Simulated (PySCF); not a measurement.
**Atomic charges against the basis set**

C4H10O.
Structure used (PBE0-D3(BJ)/def2-SVP), in Å, numbered top down from 1:
```xyz
15
C4H10O angstrom
C      0.1659   -1.3622   -0.4509
C     -0.0896   -0.0179    0.2284
C     -0.8898    0.9057   -0.6881
C      1.2224    0.6363    0.6360
O     -0.7989   -0.2221    1.4401
H      0.7540   -1.2469   -1.3743
H      0.7103   -2.0325    0.2306
H     -0.7864   -1.8486   -0.7210
H     -1.0984    1.8574   -0.1771
H     -0.3488    1.1202   -1.6224
H     -1.8544    0.4451   -0.9600
H      1.8466    0.8552   -0.2427
H      1.7825   -0.0275    1.3108
H      1.0234    1.5762    1.1716
H     -1.6390   -0.6384    1.2190
```

PBE0 throughout (PySCF), one geometry, spherical d and f functions. Isolated species at its PBE0-D3(BJ)/def2-SVP geometry, gas phase. Atoms taken as equivalent share a column and are averaged.

Mulliken charges (e):

| basis | functions | C1/C3/C4 | C2 | O5 | H6 (×9) | H15 |
| --- | --- | --- | --- | --- | --- | --- |
| STO-3G | 35 | -0.239 | +0.120 | -0.295 | +0.078 | +0.189 |
| 6-31G | 65 | -0.463 | +0.158 | -0.608 | +0.164 | +0.364 |
| pcSseg-0 | 65 | -0.534 | -0.128 | -0.657 | +0.225 | +0.361 |
| 6-31G* | 90 | -0.523 | +0.273 | -0.655 | +0.171 | +0.407 |
| def2-SVP | 120 | -0.003 | -0.164 | -0.313 | +0.036 | +0.163 |
| cc-pVDZ | 120 | -0.001 | -0.198 | -0.260 | +0.036 | +0.138 |
| pcSseg-1 | 135 | -0.192 | -0.224 | -0.421 | +0.111 | +0.224 |
| 6-311+G(2d,p) | 195 | -0.531 | +0.409 | -0.414 | +0.150 | +0.249 |
| aug-cc-pVDZ | 205 | +1.048 | -2.062 | -0.444 | -0.079 | +0.075 |
| def2-TZVP | 215 | -0.363 | +0.163 | -0.437 | +0.118 | +0.298 |
| IGLO-III | 275 | -0.419 | +0.292 | -0.420 | +0.124 | +0.268 |
| cc-pVTZ | 290 | -0.278 | +0.169 | -0.342 | +0.090 | +0.194 |
| pcSseg-2 | 320 | -0.065 | +0.161 | -0.409 | +0.029 | +0.182 |

IAO charges (e):

```csv
basis,functions,C1/C3/C4,C2,O5,H6 (×9),H15
STO-3G,35,-0.403,+0.118,-0.340,+0.133,+0.234
6-31G,65,-0.441,+0.233,-0.541,+0.144,+0.334
pcSseg-0,65,-0.429,+0.206,-0.516,+0.142,+0.322
6-31G*,90,-0.422,+0.252,-0.546,+0.136,+0.334
def2-SVP,120,-0.411,+0.250,-0.546,+0.133,+0.335
cc-pVDZ,120,-0.422,+0.256,-0.548,+0.136,+0.338
pcSseg-1,135,-0.421,+0.249,-0.556,+0.136,+0.341
"6-311+G(2d,p)",195,-0.434,+0.254,-0.573,+0.141,+0.351
aug-cc-pVDZ,205,-0.432,+0.256,-0.573,+0.140,+0.351
def2-TZVP,215,-0.434,+0.256,-0.570,+0.141,+0.349
IGLO-III,275,-0.435,+0.254,-0.574,+0.141,+0.352
cc-pVTZ,290,-0.435,+0.257,-0.568,+0.141,+0.349
pcSseg-2,320,-0.434,+0.256,-0.573,+0.141,+0.351
```

Hirshfeld charges (e):

```
        basis  functions  C1/C3/C4      C2      O5  H6 (×9)     H15
       STO-3G         35    -0.051  +0.108  -0.201   +0.015  +0.114
        6-31G         65    -0.110  +0.103  -0.245   +0.035  +0.155
     pcSseg-0         65    -0.114  +0.113  -0.239   +0.035  +0.155
       6-31G*         90    -0.109  +0.095  -0.237   +0.035  +0.157
     def2-SVP        120    -0.123  +0.096  -0.222   +0.038  +0.157
      cc-pVDZ        120    -0.120  +0.092  -0.214   +0.036  +0.155
     pcSseg-1        135    -0.125  +0.089  -0.222   +0.039  +0.156
6-311+G(2d,p)        195    -0.124  +0.072  -0.223   +0.041  +0.155
  aug-cc-pVDZ        205    -0.131  +0.076  -0.220   +0.043  +0.153
    def2-TZVP        215    -0.127  +0.079  -0.223   +0.041  +0.157
     IGLO-III        275    -0.131  +0.078  -0.221   +0.042  +0.154
      cc-pVTZ        290    -0.128  +0.083  -0.220   +0.041  +0.155
     pcSseg-2        320    -0.132  +0.078  -0.222   +0.043  +0.155
```

ESP-fitted charges (e):

| basis | functions | C1/C3/C4 | C2 | O5 | H6 (×9) | H15 |
| --- | --- | --- | --- | --- | --- | --- |
| STO-3G | 35 | -0.587 | +0.732 | -0.530 | +0.140 | +0.296 |
| 6-31G | 65 | -0.584 | +0.762 | -0.757 | +0.145 | +0.442 |
| pcSseg-0 | 65 | -0.731 | +0.964 | -0.778 | +0.175 | +0.432 |
| 6-31G* | 90 | -0.624 | +0.799 | -0.675 | +0.150 | +0.398 |
| def2-SVP | 120 | -0.544 | +0.752 | -0.660 | +0.129 | +0.384 |
| cc-pVDZ | 120 | -0.552 | +0.752 | -0.636 | +0.130 | +0.373 |
| pcSseg-1 | 135 | -0.606 | +0.818 | -0.694 | +0.144 | +0.397 |
| 6-311+G(2d,p) | 195 | -0.683 | +0.909 | -0.718 | +0.162 | +0.398 |
| aug-cc-pVDZ | 205 | -0.663 | +0.867 | -0.687 | +0.159 | +0.382 |
| def2-TZVP | 215 | -0.677 | +0.892 | -0.693 | +0.160 | +0.391 |
| IGLO-III | 275 | -0.660 | +0.869 | -0.690 | +0.157 | +0.385 |
| cc-pVTZ | 290 | -0.654 | +0.856 | -0.665 | +0.155 | +0.378 |
| pcSseg-2 | 320 | -0.676 | +0.893 | -0.699 | +0.161 | +0.389 |

Some averages cover members that differ in this geometry, most widely: C1/C3/C4, Mulliken in aug-cc-pVDZ +0.923 to +1.111; H6 (×9), Mulliken in aug-cc-pVDZ -0.152 to -0.008; C1/C3/C4, ESP-fitted in IGLO-III -0.696 to -0.602; C1/C3/C4, ESP-fitted in 6-311+G(2d,p) -0.718 to -0.628 e.

Task: Which scheme is steadiest as the basis changes?

Result: Largest range over the bases for any column: Hirshfeld 0.08 e, IAO 0.23 e, ESP-fitted 0.25 e, Mulliken 2.47 e. Hirshfeld charges move least and Mulliken charges most, counted in e. Without the minimal STO-3G basis the ranges are Hirshfeld 0.04, IAO 0.06, ESP-fitted 0.21, Mulliken 2.47 e.

Task: How much do the charges still move between the two largest bases, cc-pVTZ and pcSseg-2?

Result: At most, over all atoms: Mulliken 0.231 e, IAO 0.005 e, Hirshfeld 0.005 e, ESP-fitted 0.036 e.

Task: What do the same runs give for the total energy, the frontier levels and the dipole moment?

Result: 
```
        basis  energy (Eh)  HOMO (eV)  LUMO (eV)  μ (D)
       STO-3G    -230.4850      -3.86       8.79   1.30
        6-31G    -233.3270      -7.39       2.04   1.83
     pcSseg-0    -232.8513      -7.42       1.65   1.86
       6-31G*    -233.3868      -7.37       2.16   1.49
     def2-SVP    -233.2272      -7.53       1.41   1.49
      cc-pVDZ    -233.4073      -7.46       1.49   1.38
     pcSseg-1    -233.3704      -7.70       1.11   1.57
6-311+G(2d,p)    -233.4696      -7.79       0.15   1.61
  aug-cc-pVDZ    -233.4282      -7.77      -0.20   1.55
    def2-TZVP    -233.4862      -7.74       0.80   1.52
     IGLO-III    -233.4954      -7.77       0.46   1.55
      cc-pVTZ    -233.4816      -7.70       0.89   1.45
     pcSseg-2    -233.4900      -7.79       0.35   1.56
```

The dipole is fixed by the density alone, so its range of 0.56 D shows that the density itself changes with the basis, not only its division among atoms.
